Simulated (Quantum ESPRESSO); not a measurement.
# CuO (Tenorite) (Cc) in Quantum ESPRESSO: band structure with LDA

Aim: the band structure of CuO (Tenorite) with LDA.

All numbers are computed with Quantum ESPRESSO 7.5; they aren't measurements. Logs are shortened: lines on timing, memory, paths and dates and some standing lists are left out, and cuts for length are marked.

## (1) The crystal as given

The structure is monoclinic, space group Cc (No. 9). Conventional cell: a = 4.689 Å, b = 3.427 Å, c = 5.132 Å, α = 90.00°, β = 99.65°, γ = 90.00°. Cu (site symmetry 1) is surrounded by 4 O at 1.91 to 2.02 Å. Around O (site symmetry 1) lie 4 Cu at 1.91 to 2.02 Å.

## (2) Band structure, LDA

pw.in

```
&CONTROL
  calculation = 'scf'
  prefix = 'pwscf'
  outdir = './tmp'
  pseudo_dir = './pseudo'
  tprnfor = .true.
  tstress = .true.
  disk_io = 'low'
/
&SYSTEM
  ibrav = 0
  celldm(1) = 8
  nat = 4
  ntyp = 2
  ecutwfc = 56
  ecutrho = 448
  nbnd = 34
  occupations = 'smearing'
  smearing = 'fd'
  degauss = 0.00367493
/
&ELECTRONS
  conv_thr = 8d-10
  electron_maxstep = 120
  mixing_beta = 0.5
/
ATOMIC_SPECIES
Cu    63.5460 cu_lda_v1.2.uspp.F.UPF
O     15.9990 o_lda_v1.2.uspp.F.UPF
CELL_PARAMETERS alat
  0.5538432947630  -0.4047320927417   0.0000000000000
  0.5538432947630   0.4047320927417   0.0000000000000
 -0.2032765058352   0.0000000000000   1.1951186408959
ATOMIC_POSITIONS crystal
Cu     0.4968000000    0.0032000000    0.5000000000
Cu     0.0032000000    0.4968000000    0.0000000000
O      0.4056000000    0.5714000000    0.7537000000
O      0.5714000000    0.4056000000    0.2537000000
K_POINTS automatic
10 10 5 0 0 0
```

bands.in

```
&CONTROL
  calculation = 'bands'
  prefix = 'pwscf'
  outdir = './tmp'
  pseudo_dir = './pseudo'
  disk_io = 'low'
  verbosity = 'high'
/
&SYSTEM
  ibrav = 0
  celldm(1) = 8
  nat = 4
  ntyp = 2
  ecutwfc = 56
  ecutrho = 448
  nbnd = 34
  occupations = 'smearing'
  smearing = 'fd'
  degauss = 0.00367493
/
&ELECTRONS
  conv_thr = 1d-08
  electron_maxstep = 120
  mixing_beta = 0.5
  diago_full_acc = .true.
  startingwfc = 'random'
/
ATOMIC_SPECIES
Cu    63.5460 cu_lda_v1.2.uspp.F.UPF
O     15.9990 o_lda_v1.2.uspp.F.UPF
CELL_PARAMETERS alat
  0.5538432947630  -0.4047320927417   0.0000000000000
  0.5538432947630   0.4047320927417   0.0000000000000
 -0.2032765058352   0.0000000000000   1.1951186408959
ATOMIC_POSITIONS crystal
Cu     0.4968000000    0.0032000000    0.5000000000
Cu     0.0032000000    0.4968000000    0.0000000000
O      0.4056000000    0.5714000000    0.7537000000
O      0.5714000000    0.4056000000    0.2537000000
K_POINTS crystal
60
 0.0000000000  0.0000000000  0.0000000000 1
-0.0625000000 -0.0625000000  0.0000000000 1
-0.1250000000 -0.1250000000  0.0000000000 1
-0.1875000000 -0.1875000000  0.0000000000 1
-0.2500000000 -0.2500000000  0.0000000000 1
-0.3125000000 -0.3125000000  0.0000000000 1
-0.3750000000 -0.3750000000  0.0000000000 1
-0.4375000000 -0.4375000000  0.0000000000 1
-0.5000000000 -0.5000000000  0.0000000000 1
-0.5124731437 -0.5124731437  0.1628207747 1
-0.5249462874 -0.5249462874  0.3256415493 1
-0.5000000000 -0.5000000000  0.5000000000 1
-0.5668390452 -0.4331609548  0.5000000000 1
-0.6336780905 -0.3663219095  0.5000000000 1
-0.3663219095  0.3663219095  0.5000000000 1
-0.3205316708  0.3205316708  0.5000000000 1
-0.2747414321  0.2747414321  0.5000000000 1
-0.2289511934  0.2289511934  0.5000000000 1
-0.1831609548  0.1831609548  0.5000000000 1
-0.1373707161  0.1373707161  0.5000000000 1
-0.0915804774  0.0915804774  0.5000000000 1
-0.0457902387  0.0457902387  0.5000000000 1
 0.0000000000  0.0000000000  0.5000000000 1
-0.0593817141 -0.0593817141  0.5217948063 1
-0.1187634282 -0.1187634282  0.5435896127 1
-0.1781451422 -0.1781451422  0.5653844190 1
-0.2375268563 -0.2375268563  0.5871792253 1
-0.2969085704 -0.2969085704  0.6089740317 1
-0.3562902845 -0.3562902845  0.6307688380 1
-0.4156719985 -0.4156719985  0.6525636443 1
-0.4750537126 -0.4750537126  0.6743584507 1
-0.5000000000 -0.5000000000  0.0000000000 1
-0.5563157068 -0.4436842932  0.0000000000 1
-0.6126314136 -0.3873685864  0.0000000000 1
-0.3873685864  0.3873685864  0.0000000000 1
-0.3443276323  0.3443276323  0.0000000000 1
-0.3012866783  0.3012866783  0.0000000000 1
-0.2582457243  0.2582457243  0.0000000000 1
-0.2152047702  0.2152047702  0.0000000000 1
-0.1721638162  0.1721638162  0.0000000000 1
-0.1291228621  0.1291228621  0.0000000000 1
-0.0860819081  0.0860819081  0.0000000000 1
-0.0430409540  0.0430409540  0.0000000000 1
 0.0000000000  0.0000000000  0.0000000000 1
-0.0714285714  0.0000000000  0.0000000000 1
-0.1428571429  0.0000000000  0.0000000000 1
-0.2142857143  0.0000000000  0.0000000000 1
-0.2857142857  0.0000000000  0.0000000000 1
-0.3571428571  0.0000000000  0.0000000000 1
-0.4285714286  0.0000000000  0.0000000000 1
-0.5000000000  0.0000000000  0.0000000000 1
-0.5000000000  0.0000000000  0.5000000000 1
-0.4375000000  0.0000000000  0.4375000000 1
-0.3750000000  0.0000000000  0.3750000000 1
-0.3125000000  0.0000000000  0.3125000000 1
-0.2500000000  0.0000000000  0.2500000000 1
-0.1875000000  0.0000000000  0.1875000000 1
-0.1250000000  0.0000000000  0.1250000000 1
-0.0625000000  0.0000000000  0.0625000000 1
 0.0000000000  0.0000000000  0.0000000000 1
```

Potentials or basis: GBRV 1.5 LDA.

Launch:

```sh
> OMP_NUM_THREADS=1 mpirun -n 2 pw.x -nk 2 -in pw.in > pw.out
> OMP_NUM_THREADS=1 mpirun -n 2 pw.x -nk 2 -in bands.in > bands.out
```

pw.out:

```text
This program is part of the open-source Quantum ESPRESSO suite
     for quantum simulation of materials; please cite
         "P. Giannozzi et al., J. Phys.:Condens. Matter 21 395502 (2009);
         "P. Giannozzi et al., J. Phys.:Condens. Matter 29 465901 (2017);
         "P. Giannozzi et al., J. Chem. Phys. 152 154105 (2020);
     in publications or presentations arising from this work. More details at

     Message from routine setup:
     using ibrav=0 with symmetry is DISCOURAGED, use correct ibrav instead

     K-points division:     npool     =       2
     Subspace diagonalization in iterative solution of the eigenvalue problem:
     a serial algorithm will be used

     G-vector sticks info
     --------------------
     sticks:   dense  smooth     PW     G-vecs:    dense   smooth      PW
     Sum        1021     515    163                43921    15487    2747

     Using Slab Decomposition

     bravais-lattice index     =            0
     lattice parameter (alat)  =       8.0000  a.u.
     unit-cell volume          =     274.3251 (a.u.)^3
     number of atoms/cell      =            4
     number of atomic types    =            2
     number of electrons       =        50.00
     number of Kohn-Sham states=           34
     kinetic-energy cutoff     =      56.0000  Ry
     charge density cutoff     =     448.0000  Ry
     scf convergence threshold =      8.0E-10
     mixing beta               =       0.5000
     number of iterations used =            8  plain     mixing
     Exchange-correlation= SLA  PZ   NOGX NOGC
                           (   1   1   0   0   0   0   0)

     celldm(1)=   8.000000  celldm(2)=   0.000000  celldm(3)=   0.000000
     celldm(4)=   0.000000  celldm(5)=   0.000000  celldm(6)=   0.000000

     crystal axes: (cart. coord. in units of alat)
               a(1) = (   0.553843  -0.404732   0.000000 )
               a(2) = (   0.553843   0.404732   0.000000 )
               a(3) = (  -0.203277   0.000000   1.195119 )

     reciprocal axes: (cart. coord. in units 2 pi/alat)
               b(1) = (  0.902782 -1.235385  0.153553 )
               b(2) = (  0.902782  1.235385  0.153553 )
               b(3) = ( -0.000000  0.000000  0.836737 )

     PseudoPot. # 1 for Cu read from file:
     cu_lda_v1.2.uspp.F.UPF
     Pseudo is Ultrasoft + core correction, Zval = 19.0
     Generated by new atomic code, or converted to UPF format
     Using radial grid of  867 points,  6 beta functions with:
                l(1) =   0
                l(2) =   0
                l(3) =   1
                l(4) =   1
                l(5) =   2
                l(6) =   2
     Q(r) pseudized with  8 coefficients,  rinner =    1.150   1.150   1.150
                                                       1.150   1.150

     PseudoPot. # 2 for O  read from file:
     o_lda_v1.2.uspp.F.UPF
     Pseudo is Ultrasoft + core correction, Zval =  6.0
     Generated by new atomic code, or converted to UPF format
     Using radial grid of  737 points,  5 beta functions with:
                l(1) =   0
                l(2) =   0
                l(3) =   1
                l(4) =   1
                l(5) =   2
     Q(r) pseudized with  8 coefficients,  rinner =    0.900   0.900   0.900
                                                       0.900   0.900

     atomic species   valence    mass     pseudopotential
     Cu               19.00    63.54600     Cu( 1.00)
     O                 6.00    15.99900     O ( 1.00)

      2 Sym. Ops. (no inversion) found ( 1 have fractional translation)

   Cartesian axes

     site n.     atom                  positions (alat units)
         1        Cu     tau(   1) = (   0.1752834  -0.1997758   0.5975593  )
         2        Cu     tau(   2) = (   0.2769216   0.1997758   0.0000000  )
         3        O      tau(   3) = (   0.3878954   0.0671046   0.9007609  )
         4        O      tau(   4) = (   0.4895336  -0.0671046   0.3032016  )

     number of k points=   141  Fermi-Dirac smearing, width (Ry)=  0.0037

     Number of k-points >= 100: set verbosity='high' to print them.

     Dense  grid:    43921 G-vectors     FFT dimensions: (  40,  40,  72)

     Smooth grid:    15487 G-vectors     FFT dimensions: (  27,  27,  48)

     Check: negative core charge=   -0.000002

     Initial potential from superposition of free atoms

     starting charge      48.0000, renormalised to      50.0000
     Starting wfcs are   34 randomized atomic wfcs

     Self-consistent Calculation

     iteration #  1     ecut=    56.00 Ry     beta= 0.50
     Davidson diagonalization with overlap
     ethr =  1.00E-02,  avg # of iterations =  4.3

     total energy              =    -869.00834479 Ry
     estimated scf accuracy    <       4.76750736 Ry

     iteration #  2     ecut=    56.00 Ry     beta= 0.50
     Davidson diagonalization with overlap
     ethr =  9.54E-03,  avg # of iterations =  3.0

     total energy              =    -870.60504149 Ry
     estimated scf accuracy    <       8.81634905 Ry

     iteration #  3     ecut=    56.00 Ry     beta= 0.50
     Davidson diagonalization with overlap
     ethr =  9.54E-03,  avg # of iterations =  2.0

     total energy              =    -871.51072521 Ry
     estimated scf accuracy    <       0.28032910 Ry

     iteration #  4     ecut=    56.00 Ry     beta= 0.50
     Davidson diagonalization with overlap
     ethr =  5.61E-04,  avg # of iterations =  2.2

     total energy              =    -871.53828365 Ry
     estimated scf accuracy    <       0.02513174 Ry

     iteration #  5     ecut=    56.00 Ry     beta= 0.50
     Davidson diagonalization with overlap
     ethr =  5.03E-05,  avg # of iterations =  3.6

     total energy              =    -871.54406279 Ry
     estimated scf accuracy    <       0.00513092 Ry

     iteration #  6     ecut=    56.00 Ry     beta= 0.50
     Davidson diagonalization with overlap
     ethr =  1.03E-05,  avg # of iterations =  2.8

     total energy              =    -871.54467238 Ry
     estimated scf accuracy    <       0.00021224 Ry

     iteration #  7     ecut=    56.00 Ry     beta= 0.50
     Davidson diagonalization with overlap
     ethr =  4.24E-07,  avg # of iterations =  2.7

     total energy              =    -871.54463325 Ry
     estimated scf accuracy    <       0.00014979 Ry

     iteration #  8     ecut=    56.00 Ry     beta= 0.50
     Davidson diagonalization with overlap
     ethr =  3.00E-07,  avg # of iterations =  2.0

     total energy              =    -871.54467150 Ry
     estimated scf accuracy    <       0.00002800 Ry

     iteration #  9     ecut=    56.00 Ry     beta= 0.50
     Davidson diagonalization with overlap
     ethr =  5.60E-08,  avg # of iterations =  1.0

     total energy              =    -871.54467355 Ry
     estimated scf accuracy    <       0.00000200 Ry

     iteration # 10     ecut=    56.00 Ry     beta= 0.50
     Davidson diagonalization with overlap
     ethr =  4.00E-09,  avg # of iterations =  2.0

     total energy              =    -871.54467375 Ry
     estimated scf accuracy    <       0.00000011 Ry

     iteration # 11     ecut=    56.00 Ry     beta= 0.50
     Davidson diagonalization with overlap
     ethr =  2.15E-10,  avg # of iterations =  2.0

     total energy              =    -871.54467377 Ry
     estimated scf accuracy    <          5.1E-09 Ry

     iteration # 12     ecut=    56.00 Ry     beta= 0.50
     Davidson diagonalization with overlap
     ethr =  1.03E-11,  avg # of iterations =  2.0

     End of self-consistent calculation

     Number of k-points >= 100: set verbosity='high' to print the bands.

     the Fermi energy is    11.3634 ev

!    total energy              =    -871.54467377 Ry
     estimated scf accuracy    <          2.2E-10 Ry
     smearing contrib. (-TS)   =      -0.00139634 Ry
     internal energy E=F+TS    =    -871.54327743 Ry

     The total energy is F=E-TS. E is the sum of the following terms:
     one-electron contribution =    -621.05160492 Ry
     hartree contribution      =     336.77061662 Ry
     xc contribution           =     -90.64390182 Ry
     ewald contribution        =    -496.61838731 Ry

     convergence has been achieved in  12 iterations

     Forces acting on atoms (cartesian axes, Ry/au):

     atom    1 type  1   force =    -0.02286335   -0.01194657    0.00862468
     atom    2 type  1   force =    -0.02286335    0.01194657    0.00862468
     atom    3 type  2   force =     0.02286335   -0.01883651   -0.00862468
     atom    4 type  2   force =     0.02286335    0.01883651   -0.00862468

     Total force =     0.058168     Total SCF correction =     0.000004

     Computing stress (Cartesian axis) and pressure

          total   stress  (Ry/bohr**3)                   (kbar)     P=      -87.45
  -0.00065091  -0.00000000  -0.00003687          -95.75       -0.00       -5.42
  -0.00000000  -0.00037307   0.00000000           -0.00      -54.88        0.00
  -0.00003687  -0.00000000  -0.00075946           -5.42       -0.00     -111.72

=------------------------------------------------------------------------------=
   JOB DONE.
=------------------------------------------------------------------------------=
```

It took 1.9 min on 2 MPI ranks of Arm Neoverse V2, shared host; peak memory 0.46 GiB.

Results:

```
Free energy            : -11857.9694 eV
Pressure               : -8.7 GPa
Largest force          : 0.793 eV/Å
Band gap on the k mesh : none (metal or under the smearing width)
```

Forces on the atoms (eV/Å):
```
Cu  -0.588 -0.307  0.222
Cu  -0.588  0.307  0.222
O    0.588 -0.484 -0.222
O    0.588  0.484 -0.222
```

Stress tensor (GPa, compression positive):
```
 -9.58   0.00  -0.54
  0.00  -5.49   0.00
 -0.54   0.00 -11.17
```

Levels at the corners of the path, in eV from the Fermi level:
```
point  band 21  band 22  band 23  band 24  band 25  band 26  band 27  band 28  band 29  band 30
    Γ    -2.37    -2.26    -2.17    -1.68     0.22     0.93     1.65     5.88     7.98    13.06
    Y    -2.17    -2.16    -1.66    -1.25    -0.67     1.07     3.18     6.80     8.33     9.77
    F    -1.94    -1.88    -1.36    -1.34    -0.66     0.20     4.07     5.95     8.48     9.27
    L    -1.69    -1.69    -1.33    -1.33    -0.41    -0.41     5.04     5.04     8.77     8.77
    I    -1.84    -1.84    -1.52    -1.52    -0.29    -0.29     5.68     5.68     8.85     8.85
   I1    -1.84    -1.84    -1.52    -1.52    -0.29    -0.29     5.68     5.68     8.85     8.85
    Z    -2.27    -2.27    -1.50    -1.50     0.25     0.25     3.84     3.84    11.46    11.46
   F1    -1.94    -1.88    -1.36    -1.34    -0.66     0.20     4.07     5.95     8.48     9.27
    Y    -2.17    -2.16    -1.66    -1.25    -0.67     1.07     3.18     6.80     8.33     9.77
   X1    -2.10    -2.04    -1.41    -1.35    -1.31     0.89     4.71     6.98     7.44     9.62
    X    -2.10    -2.04    -1.41    -1.35    -1.31     0.89     4.71     6.98     7.44     9.62
    Γ    -2.37    -2.26    -2.17    -1.68     0.22     0.93     1.65     5.88     7.98    13.06
    N    -2.08    -1.63    -1.52    -1.42    -0.03     0.29     4.67     6.13     6.79    10.87
    M    -2.24    -2.19    -1.75    -1.64    -0.09     0.74     4.96     6.34     7.89     8.34
    Γ    -2.37    -2.26    -2.17    -1.68     0.22     0.93     1.65     5.88     7.98    13.06
```

Caveat: the run has no spin polarisation, though such a crystal can be magnetic; semilocal functionals often make such compounds metallic where correlation or magnetic order opens a gap, which also shifts bond lengths. With open d or f shells a metallic result of LDA can be an artefact of self-interaction; +U or a hybrid may open a gap.
